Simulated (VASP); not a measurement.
Runs of VASP 6.6.1 on GaN. Symmetry: F-43m, No. 216, cubic system. The conventional cell has a = 4.507 Å, b = 4.507 Å, c = 4.507 Å, α = 90.00°, β = 90.00°, γ = 90.00°. Ga (site symmetry -43m) is surrounded by 4 N at 1.95 Å. Around N (site symmetry -43m) lie 4 Ga at 1.95 Å. The cell is a database's computed one.

| task | level | potentials or basis | spin | cell | k mesh | cutoff (eV) | smearing | ladder | grid for exact exchange (PRECFOCK) | screening parameter | GW scheme | GW iterations | gap on the mesh (eV) | pressure (GPa) |
| --- | --- | --- | --- | --- | --- | --- | --- | --- | --- | --- | --- | --- | --- | --- |
| relaxation of cell and atoms | SCAN | VASP PAW PBE potentials, release 64 (Ga_d, N) | off | relaxed | 10 × 10 × 10 | 600 | gaussian 0.05 eV | - | - | - | - | - | 2.06 | 0.1 |
| single point | PBE | VASP PAW PBE potentials, release 64 (Ga_d, N) | off | as given | 10 × 10 × 10 | 520 | gaussian 0.023 eV | - | - | - | - | - | 1.72 | 5.0 |
| single point | r2SCAN | VASP PAW PBE potentials, release 64 (Ga_d, N) | off | as given | 10 × 10 × 10 | 520 | fermi-dirac 0.05 eV | - | - | - | - | - | 2.12 | -0.1 |
| band structure | HSE06 | VASP PAW PBE potentials, release 64 (Ga_d, N) | off | as given | 8 × 8 × 8 | 520 | gaussian 0.02 eV | gaps | Fast | 0.2 1/A | - | - | (a) | -1.3 |
| band structure | r2SCAN-EpsX | VASP PAW PBE potentials, release 64 (Ga_d, N) | off | as given | 8 × 8 × 8 | 520 | gaussian 0.02 eV | gaps | Fast | - | - | - | (b) | (d) |
| band structure | LDA | VASP PAW LDA potentials, release 64 (Ga_d, N) | off | as given | 10 × 10 × 10 | 520 | gaussian 0.02 eV | gaps | - | - | - | - | (c) | -5.5 |

Question: Fill in the values left out.

Answer: (a) 2.99; (b) 3.31; (c) 1.75; (d) -2.7.

Caveats: the PAW data sets were made with another functional, which shifts forces and pressure a little (some runs).

A k mesh can miss the band edges, and the runs leave out spin-orbit coupling on Ga.

Not every run made on this cell is shown here.
